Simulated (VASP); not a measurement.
**TePb: single point with PBE**

TePb:

```
Pb Te
1.0
     4.00229    0.00000    0.00000
     0.00000    4.00229    0.00000
     0.00000    0.00000    4.00229
Pb Te
1 1
Cartesian
  0.0000 0.0000 0.0000
  2.0011 2.0011 2.0011
```

Measurements of this composition are mostly on another form, of space group No. 225.

```yaml
Program: VASP 6.6.1
Task: single point
Functional: PBE
Potentials_or_basis: VASP PAW PBE potentials, release 64 (Pb_d_GW, Te_GW)
Cutoff: 500 eV
k_mesh: 3 × 3 × 3
Occupations: gaussian, width 0.02 eV
Spin: no spin polarisation
Further_INCAR_settings: ALGO = Normal; EDIFF = 1e-06; NBANDS = 18
```

```json
{"Pressure": "0.5 GPa", "Band gap on the k mesh": "0.78 eV, indirect (least direct gap 2.09 eV)"}
```

Levels at points of the mesh, in eV from the valence-band top:
```csv
k point,band 7,band 8,band 9,band 10,band 11,band 12,band 13,band 14,band 15,band 16
"(0.00, 0.00, 0.00)",-12.06,-6.72,-1.48,-1.48,-1.48,4.11,4.11,5.29,5.29,5.29
```

Run time: 8.3 s on 1 thread of Intel(R) Xeon(R) Platinum 8559C (Emerald Rapids), with other jobs on the host, peak memory 0.17 GiB.

Caveat: the k mesh is coarse (spacing up to 0.52 Å⁻¹), so the values aren't converged; spin-orbit coupling is left out, which as a rule narrows the gap of such compounds by several tenths of an eV; an odd mesh through Γ misses points on the zone boundary, where band edges often lie.
